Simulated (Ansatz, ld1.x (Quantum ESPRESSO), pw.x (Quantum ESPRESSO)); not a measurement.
**Which Mg potential is closest to all-electron in the sc crystal?**

All use PBE, scalar-relativistic, no spin, cutoffs from each file’s atomic test, pw.x 7.5; 11³ k-points, Fermi–Dirac smearing 0.01 Ry. Δ is the rms difference from all-electron LAPW of the E(V) curves that follow from fits to the pressures, over ±6 % in volume. Mesh and smearing are coarse and serve the comparison alone. The files are a selection: those with a ghost or negative overlap were mostly not run, and those with noisy or unconverged pressures or nearly equal Δ are left out.

All-electron: a0 = 3.021 Å (V0 = 27.58 Å³/atom), B0 = 22.7 GPa.

(1) Rank them by Δ, smallest first.
A. norm-conserving Troullier–Martins (Kleinman–Bylander form), ld1.x (Quantum ESPRESSO) 7.5, PBE; core [Ne], reference 3s2 3p0; waves: 3p (bound, empty): rc 2.30 bohr; 3s (bound): rc 2.10 bohr; local part: the s channel; core correction: none.
B. ultrasoft, ld1.x (Quantum ESPRESSO) 7.5, PBE; core [Ne], reference 3s1 3p0; waves: 3s (bound): rcut 1.90, rcutus 2.60 bohr; 3s channel at -0.45 Ry: rcut 1.90, rcutus 2.60 bohr; 3p (bound, empty): rcut 2.00, rcutus 2.55 bohr; 3p channel at 4.8 Ry: rcut 2.00, rcutus 2.55 bohr; 3d channel at 0.4 Ry: rcut 2.35, rcutus 2.90 bohr; 3d channel at 0.75 Ry: rcut 2.35, rcutus 2.90 bohr; local part: all-electron potential smoothed inside 2.00 bohr (lloc = -2); core correction: none; augmentation: PSQ, inside the norm-conserving radii.
C. norm-conserving Troullier–Martins (Kleinman–Bylander form), ld1.x (Quantum ESPRESSO) 7.5, PBE; core [Ne], reference 3s1 3p0; waves: 3p (bound, empty): rc 1.85 bohr; 3d channel at -0.05 Ry: rc 1.95 bohr; 3s (bound): rc 2.15 bohr; local part: the s channel; core correction: a·sin(br)/r model core inside 1.90 bohr.

Results:

(1) B (1.4 meV/atom), A (3.6 meV/atom), C (4.9 meV/atom).
